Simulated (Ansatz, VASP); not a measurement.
## CaSe in VASP and in Ansatz

File INCAR:

```
SYSTEM = CaSe
ALGO     = Normal         ! electronic algorithm
EDIFF    = 1E-6           ! SCF threshold, eV
ENCUT    = 520            ! plane-wave cutoff, eV
GGA      = PS             ! functional
ISIF     = 2              ! what is computed and relaxed
ISMEAR   = 0              ! smearing method
LASPH    = .True.         ! aspherical terms in the spheres
LCHARG   = .False.        ! write CHGCAR
LREAL    = .False.        ! projectors in reciprocal space
LWAVE    = .False.        ! write WAVECAR
NBANDS   = 15             ! bands
NELM     = 60             ! most SCF steps
PREC     = Accurate       ! precision mode
SIGMA    = 0.05           ! smearing width, eV
```

KPOINTS

```
k-points
0
Gamma
  10 10 10
  0 0 0
```

POSCAR

```
CaSe
1.0
    0.0000000000      2.8946082816      2.8946082816
    2.8946082816      0.0000000000      2.8946082816
    2.8946082816      2.8946082816      0.0000000000
Ca Se
1 1
Direct
    0.5000000000      0.5000000000      0.5000000000
    0.0000000000      0.0000000000      0.0000000000
```

Input for Ansatz:

```yaml
crystal:
  lattice:
    - [0.0, 2.8946082816, 2.8946082816]
    - [2.8946082816, 0.0, 2.8946082816]
    - [2.8946082816, 2.8946082816, 0.0]
  atoms:
    - { symbol: Ca, position: [0.5, 0.5, 0.5] }
    - { symbol: Se, position: [0.0, 0.0, 0.0] }
basis:
  ecutwfc: 420
  ecutrho_ratio: 4
kpoints:
  mp_grid: { grid: [10, 10, 10] }
hamiltonian:
  xc: pbesol
scf:
  occupations: { method: gaussian, width: 0.05 }
output:
  forces: true
  stress: true
  eigenvalues: true
```

Alike in both runs: task single point; functional PBEsol; k mesh 10 × 10 × 10; occupations gaussian, width 0.05 eV; no spin polarisation.

|  | VASP | Ansatz |
| --- | --- | --- |
| version | VASP 6.6.1 | Ansatz 0.2.0 |
| potentials or method | VASP PAW PBE potentials, release 64 (Ca_sv, Se) | scalar-relativistic, plane waves, PAW |
| plane-wave cutoff (eV) | 520 | 420 |
| valence electrons in the cell | 16 | 26 |

```tsv
	VASP	Ansatz	Ansatz less VASP
gap on the k mesh at the Fermi level (eV)	1.75	1.77	+0.015
least direct gap on the mesh (eV)	2.76	2.77	+0.013
pressure (GPa)	2.6	2.3	-0.24
```

The two sets of potentials don't hold the same shells in valence.

Caveats: the PAW data sets were made with another functional, which shifts forces and pressure a little (VASP). As with any semilocal functional, this PBEsol gap is likely too small. A k mesh can miss the band edges.
